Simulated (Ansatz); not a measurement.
**Si in Ansatz: the effect of functional**

Crystal: Si.

```
CELL_PARAMETERS angstrom
-2.37137 2.37137 1.32927
2.37137 -2.37137 1.32927
2.37137 2.37137 -1.32927
ATOMIC_POSITIONS crystal
Si 0.50000 0.50000 0.00000
Si 0.25000 0.75000 0.50000
```

This isn't the form of Si at room conditions, which is diamond.

Alike in all runs:

* Program: Ansatz 0.2.0
* Task: band structure
* Potentials or basis: all-electron LAPW, scalar-relativistic
* Basis error allowed: 0.001 eV/atom
* k mesh: 11 × 11 × 11
* Occupations: fermi-dirac, width 0.05 eV
* Spin: no spin polarisation

One run gave: pressure -0.9 GPa. Which functional did it use?
A. PBEsol
B. PBE
C. LDA

C.

```tsv
functional	cutoff	pressure (GPa)
PBE	190 eV (chosen from the basis error)	3.2
LDA	191 eV (chosen from the basis error)	-0.9
PBEsol	190 eV (chosen from the basis error)	0.7
```
